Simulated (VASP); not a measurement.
## Which phase of MoS2 is lowest?

Which of 4 structures of MoS2 is lowest in energy, and does the functional change the order? Phases are named by their space groups. The structure below is that of the R3m phase.

Calculated with VASP 6.6.1; PBEsol with D3(BJ), no spin polarisation; plane waves and PAW (Mo_sv, S), in the first sound run; inputs show where later runs differ.

## (1) Set-up

It takes space group R3m (No. 160, trigonal). The conventional cell has a = 3.163 Å, b = 3.163 Å, c = 18.370 Å, α = 90.00°, β = 90.00°, γ = 120.00°. Nearest to Mo lie 6 S at 2.36 Å. Nearest to S lie 3 Mo at 2.36 Å. Nearest to S lie 3 Mo at 2.36 Å. Farther neighbours and most contacts between anions are not listed.

As a file:

```
Mo S
1.0
     1.58150    0.91308    6.12333
    -1.58150    0.91308    6.12333
     0.00000   -1.82616    6.12333
Mo S
1 2
Direct
  0.00000 0.00000 0.00000
  0.74840 0.74840 0.74840
  0.58490 0.58490 0.58490
```

## (2) Relax the crystal, PBEsol

One member in full, the R3m phase: cell and atoms relax with the symmetry of the start.

This step took 2 runs in a row; the last is shown.

Level: PBEsol with D3(BJ), no spin polarisation; plane waves and PAW (Mo_sv, S).

File INCAR:

```
SYSTEM = MoS2
PREC = Accurate
ENCUT = 450
EDIFF = 1E-07
NELM = 120
ISMEAR = 0
SIGMA = 0.02
LREAL = .FALSE.
ALGO = Normal
GGA = PS
IVDW = 12
NBANDS = 19
LASPH = .TRUE.
LORBIT = 11
LWAVE = .FALSE.
LCHARG = .FALSE.
KPAR = 4
IBRION = 2
NSW = 60
ISIF = 3
EDIFFG = -0.01
POTIM = 0.4
```

File POSCAR:

```
MoS2
1.0
    1.5575823282      0.8992705777      5.7871007068
   -1.5575823282      0.8992705777      5.7871007068
    0.0000000000     -1.7985411462      5.7871007069
Mo S
1 2
Direct
    0.0000393322      0.0000393322      0.0000393322
    0.7564554930      0.7564554930      0.7564554930
    0.5768051747      0.5768051747      0.5768051747
```

File KPOINTS:

```
Automatic mesh
0
Gamma
9 9 9
0 0 0
```

Potentials, in the order of the species: Mo_sv and S (PBE family, release 64).

The run is started by

```
$ mpirun -np 4 vasp_std
```

The log of the run:

```text
[banner, memory and clock lines left out]
running    4 mpi-ranks, on    1 nodes
[...]
|                                                                             |
|               ----> ADVICE to this user running VASP <----                  |
|                                                                             |
|     You enforced a specific xc type in the INCAR file but a different       |
|     [... a line on the potential file left out ...]
|     I HOPE YOU KNOW WHAT YOU ARE DOING!                                     |
|                                                                             |

 LDA part: xc-table for (Slater+PW92), standard interpolation
 POSCAR, INCAR and KPOINTS ok, starting setup
[...]
entering main loop
       N       E                     dE             d eps       ncg     rms          rms(c)
DAV:   1     0.164614796008E+03    0.16461E+03   -0.12650E+04  3238   0.117E+03
DAV:   2    -0.183425959976E+02   -0.18296E+03   -0.17879E+03  3989   0.312E+02
DAV:   3    -0.247017164767E+02   -0.63591E+01   -0.62971E+01  3904   0.544E+01
DAV:   4    -0.247717871256E+02   -0.70071E-01   -0.70025E-01  4014   0.606E+00
[...]
DAV:  12    -0.233950943231E+02    0.14469E-04   -0.52923E-05  3629   0.442E-02    0.164E-02
DAV:  13    -0.233950988365E+02   -0.45135E-05   -0.89327E-06  3607   0.176E-02    0.604E-03
DAV:  14    -0.233950988155E+02    0.21023E-07   -0.47570E-07  3828   0.444E-03
   1 F= -.24612441E+02 E0= -.24612441E+02  d E =-.246124E+02
[...]
reached required accuracy - stopping structural energy minimisation
```

Run time: 41 s. Hardware: 4 MPI ranks of Intel Xeon Platinum 8259CL at 2.50GHz (Skylake/Cascade Lake), shared host; peak memory 1.2 GiB.

Lines that name or quote the potential files are left out of all logs, and their timing lines are given in words.

Parts of OUTCAR (step 2):

```text
 Edisp (eV)   -1.21734

  Total      -0.00295    -0.00295    -0.01757     0.00000    -0.00000     0.00000
  in kB      -0.09723    -0.09723    -0.57894     0.00000    -0.00000     0.00000
  external pressure =       -0.26 kB  Pullay stress =        0.00 kB

 POSITION                                       TOTAL-FORCE (eV/Angst)
 -----------------------------------------------------------------------------------
      0.00000      0.00000      0.00068         0.000000     -0.000000     -0.000838
      0.00000      0.00000     13.13305         0.000000     -0.000000     -0.002770
      0.00000      0.00000     10.01409         0.000000      0.000000      0.003607
 -----------------------------------------------------------------------------------
    total drift:                               -0.000000      0.000000     -0.000029

  FREE ENERGIE OF THE ION-ELECTRON SYSTEM (eV)
  ---------------------------------------------------
  free  energy   TOTEN  =       -24.6124410692 eV

  energy  without entropy=      -24.6124410692  energy(sigma->0) =      -24.61244107

 reached required accuracy - stopping structural energy minimisation

[... 3 further parts left out ...]
[key lines of the parts left out:]
E-fermi :   9.2601
```

This run gave:

* energy(sigma→0) of the program: -24.6124 eV
* stress, compression positive: xx, yy, zz -0.01, -0.01, -0.06 GPa
* volume: 48.636 Å³
* ionic steps: 1

## (3) Energy at another level, r2SCAN

The relaxed cell is held, and its energy is taken at another level.

Level: r2SCAN, no spin polarisation; plane waves and PAW (Mo_sv, S).

File INCAR:

```
SYSTEM = MoS2
PREC = Accurate
ENCUT = 450
EDIFF = 1E-06
NELM = 100
ISMEAR = 0
SIGMA = 0.02
LREAL = .FALSE.
ALGO = Normal
METAGGA = R2SCAN
LASPH = .TRUE.
NBANDS = 19
LORBIT = 11
LWAVE = .FALSE.
LCHARG = .FALSE.
KPAR = 4
```

POSCAR is that of step 2.

KPOINTS is that of step 2.

The run is started by

```
$ mpirun -np 4 vasp_std
```

The log of the run:

```text
[banner, memory and clock lines left out]
running    4 mpi-ranks, on    1 nodes
[...]
[... a notice as in an earlier step ...]

 LDA part: xc-table for (None), standard interpolation
 POSCAR, INCAR and KPOINTS ok, starting setup
[...]
entering main loop
       N       E                     dE             d eps       ncg     rms          rms(c)
DAV:   1     0.141070426993E+03    0.14107E+03   -0.12959E+04  3238   0.120E+03
DAV:   2    -0.477833561633E+02   -0.18885E+03   -0.18454E+03  3981   0.321E+02
DAV:   3    -0.543433331953E+02   -0.65600E+01   -0.64966E+01  3918   0.563E+01
DAV:   4    -0.544128650417E+02   -0.69532E-01   -0.69488E-01  4003   0.615E+00
[...]
DAV:  12    -0.448682600977E+02    0.12894E-05   -0.62018E-05  3680   0.561E-02    0.433E-02
DAV:  13    -0.448682784044E+02   -0.18307E-04   -0.40780E-05  3515   0.590E-02    0.966E-03
DAV:  14    -0.448682780225E+02    0.38196E-06   -0.17457E-06  2819   0.102E-02
   1 F= -.44868278E+02 E0= -.44868278E+02  d E =-.425357E-12
```

Run time: 2.7 min. Hardware: 4 MPI ranks; peak memory 1.2 GiB; 11 min of CPU time.

OUTCAR, selected parts (step 3):

```text
  Total        2.9268389      2.9268389      2.3756353      0.0000000      0.0000000      0.0000000
  in kB       96.4174668     96.4174664     78.2594275      0.0000000      0.0000000      0.0000000
  external PRESSURE =      90.3647869 kB  Pullay stress =       0.0000000 kB

 POSITION                                       TOTAL-FORCE (eV/Angst)
 -----------------------------------------------------------------------------------
      0.00000      0.00000      0.00068         0.000000      0.000000      0.006558
      0.00000      0.00000     13.13305         0.000000     -0.000000     -0.055605
      0.00000      0.00000     10.01409         0.000000      0.000000      0.049048
 -----------------------------------------------------------------------------------
    total drift:                                0.000000      0.000000      0.000121

  FREE ENERGIE OF THE ION-ELECTRON SYSTEM (eV)
  ---------------------------------------------------
  free  energy   TOTEN  =       -44.8682780225 eV

  energy  without entropy=      -44.8682780225  energy(sigma->0) =      -44.86827802

[... 2 parts as in an earlier step ...]

[... 1 further part left out ...]
[key lines of the parts left out:]
E-fermi :   9.0647
```

This run gave:

```
energy(sigma→0) of the program : -44.8683 eV
stress, compression positive   : xx, yy, zz 9.64, 9.64, 7.83 GPa
```

The run ends at a pressure of 9.04 GPa, with forces up to 0.056 eV/Å.

## (4) Energy at another level, r2SCAN+rVV10

The relaxed cell is held, and its energy is taken at another level.

Level: r2SCAN with rVV10, no spin polarisation; plane waves and PAW (Mo_sv, S).

Edit INCAR of step 3 so:

```diff
@@ -10,2 +10,6 @@
 METAGGA = R2SCAN
+LUSE_VDW = .TRUE.
+IVDW_NL = 2
+BPARAM = 11.95
+CPARAM = 0.0093
 LASPH = .TRUE.
```

POSCAR is that of step 3.

KPOINTS is that of step 3.

The run is started by

```
$ mpirun -np 4 vasp_std
```

The log of the run:

```text
[banner, memory and clock lines left out]
running    4 mpi-ranks, on    1 nodes
[...]
|                                                                             |
|               ----> ADVICE to this user running VASP <----                  |
|                                                                             |
|     You have switched on vdW-DFT.                                           |
|     This routine was written and supplied by Jiri Klimes. We recommend      |
|     that you carefully read and cite the following publications:            |
|       J. Klimes, D.R. Bowler, A. Michelides                                 |
|          J. Phys.: Cond Matt. 22 022201 (2010)                              |
|       J. Klimes, D.R. Bowler, A. Michelides                                 |
|          Phys. Rev. B. 83, 195131 (2011)                                    |
|     and references therein.                                                 |
|                                                                             |

 [... a notice as in an earlier step ...]

 LDA part: xc-table for (None), standard interpolation
 POSCAR, INCAR and KPOINTS ok, starting setup
[...]
entering main loop
       N       E                     dE             d eps       ncg     rms          rms(c)
Total rVV10 correction in eV:      0.4184204    26.9334324
Total rVV10 correction in eV:      0.4184204    26.9334324
Total rVV10 correction in eV:      0.4184204    26.9334324
Total rVV10 correction in eV:      0.4184204    26.9334324
DAV:   1     0.141260813246E+03    0.14126E+03   -0.12952E+04  3238   0.120E+03
DAV:   2    -0.473856836434E+02   -0.18865E+03   -0.18433E+03  3981   0.321E+02
DAV:   3    -0.539385216850E+02   -0.65528E+01   -0.64899E+01  3926   0.562E+01
DAV:   4    -0.540073904410E+02   -0.68869E-01   -0.68825E-01  4003   0.611E+00
DAV:   5    -0.540081555670E+02   -0.76513E-03   -0.76507E-03  3863   0.628E-01    0.295E+01
Total rVV10 correction in eV:      0.4156062    26.9334323
Total rVV10 correction in eV:      0.4156062    26.9334323
Total rVV10 correction in eV:      0.4156062    26.9334323
Total rVV10 correction in eV:      0.4156062    26.9334323
DAV:   6    -0.445903649684E+02    0.94178E+01   -0.10216E+01  3376   0.263E+01    0.959E+00
Total rVV10 correction in eV:      0.4182457    26.9334323
Total rVV10 correction in eV:      0.4182457    26.9334323
Total rVV10 correction in eV:      0.4182457    26.9334323
Total rVV10 correction in eV:      0.4182457    26.9334323
DAV:   7    -0.444684966283E+02    0.12187E+00   -0.20327E+00  3310   0.901E+00    0.554E+00
Total rVV10 correction in eV:      0.4219433    26.9334323
Total rVV10 correction in eV:      0.4219433    26.9334323
Total rVV10 correction in eV:      0.4219433    26.9334323
Total rVV10 correction in eV:      0.4219433    26.9334323
DAV:   8    -0.444394800451E+02    0.29017E-01   -0.42863E-01  3697   0.419E+00    0.251E+00
Total rVV10 correction in eV:      0.4254829    26.9334323
Total rVV10 correction in eV:      0.4254829    26.9334323
Total rVV10 correction in eV:      0.4254829    26.9334323
Total rVV10 correction in eV:      0.4254829    26.9334323
DAV:   9    -0.444420578974E+02   -0.25779E-02   -0.39934E-02  3607   0.142E+00    0.419E-01
Total rVV10 correction in eV:      0.4256917    26.9334323
Total rVV10 correction in eV:      0.4256917    26.9334323
Total rVV10 correction in eV:      0.4256917    26.9334323
Total rVV10 correction in eV:      0.4256917    26.9334323
DAV:  10    -0.444411391175E+02    0.91878E-03   -0.57514E-03  3569   0.543E-01    0.205E-01
Total rVV10 correction in eV:      0.4259588    26.9334323
Total rVV10 correction in eV:      0.4259588    26.9334323
Total rVV10 correction in eV:      0.4259588    26.9334323
Total rVV10 correction in eV:      0.4259588    26.9334323
DAV:  11    -0.444411793221E+02   -0.40205E-04   -0.46989E-04  3699   0.146E-01    0.819E-02
Total rVV10 correction in eV:      0.4259921    26.9334323
Total rVV10 correction in eV:      0.4259921    26.9334323
Total rVV10 correction in eV:      0.4259921    26.9334323
Total rVV10 correction in eV:      0.4259921    26.9334323
DAV:  12    -0.444411773634E+02    0.19587E-05   -0.56197E-05  3691   0.533E-02    0.470E-02
Total rVV10 correction in eV:      0.4262516    26.9334323
Total rVV10 correction in eV:      0.4262516    26.9334323
Total rVV10 correction in eV:      0.4262516    26.9334323
Total rVV10 correction in eV:      0.4262516    26.9334323
DAV:  13    -0.444411949766E+02   -0.17613E-04   -0.43047E-05  3512   0.603E-02    0.961E-03
Total rVV10 correction in eV:      0.4262419    26.9334323
Total rVV10 correction in eV:      0.4262419    26.9334323
Total rVV10 correction in eV:      0.4262419    26.9334323
Total rVV10 correction in eV:      0.4262419    26.9334323
DAV:  14    -0.444411945877E+02    0.38894E-06   -0.17825E-06  2829   0.103E-02
Total rVV10 correction in eV:      0.4262601    26.9334323
Total rVV10 correction in eV:      0.4262601    26.9334323
Total rVV10 correction in eV:      0.4262601    26.9334323
Total rVV10 correction in eV:      0.4262601    26.9334323
Total rVV10 correction in eV:      0.4262534    26.9334323
Total rVV10 correction in eV:      0.4262534    26.9334323
Total rVV10 correction in eV:      0.4262534    26.9334323
Total rVV10 correction in eV:      0.4262534    26.9334323
   1 F= -.44441195E+02 E0= -.44441195E+02  d E =-.440841E-98
```

The job ended after 5.2 min (4 MPI ranks; peak memory 2.2 GiB; 21 min of CPU time).

[end of part 1 of 2]

[Lines on the potential files, build, host, timing and source positions are cut from VASP's logs without a mark.]

[Logs are printed without paths, hosts, clocks, repeated set-up lines and the standing remarks that a program may print on its own settings, such as how far it seeks lower states.]

[Hosts, paths, dates, database ids (printed as entryN), source tags and the programs' standing remarks are cut or masked in the printed files.]
